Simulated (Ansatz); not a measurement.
A run of Ansatz 0.2.0 is set up as follows.

The input input.yaml:

```yaml
crystal:
  lattice:
    - [-1.726539, 1.775547, 2.338342]
    - [1.726539, -1.775547, 2.338342]
    - [1.726539, 1.775547, -2.338342]
  atoms:
    - { symbol: Sn, position: [0.0, 0.0, 0.0] }
kpoints:
  mp_grid: { grid: [11, 11, 11] }
scf:
  occupations: { method: fermi_dirac, width: 0.05 }
hamiltonian:
  xc: lda
  pseudopotentials: { kind: all_electron, lapw: { basis_error: 0.001 } }
output:
  forces: true
  stress: true
relax:
  f_tol: 0.01
  max_steps: 60
  cell: { p_target: 2.0 }
```

Potentials or basis: all-electron LAPW, scalar-relativistic.

The run is started by

```console
$ ansatz run input.yaml --threads 1 --pin off --max-ram 3072MiB --backend cpu --events-out ev --progress --plain --runs-dir out
```

Task: Predict the space group after relaxing (to 0.05 Å).

Result: I4/mmm (No. 139).

Task: Predict the relaxed volume.

Result: 25.09 Å³/atom.

Step by step:
```
step  energy change (eV)  largest force (eV/Å)  volume (Å³)
   1              0.0000                0.0000        28.67
   2             -0.0436                0.0000        25.18
   3             -0.0428                0.0000        25.05
   4             -0.0434                0.0000        25.09
   5             -0.0434                0.0000        25.09
   6             -0.0435                0.0000        25.09
```
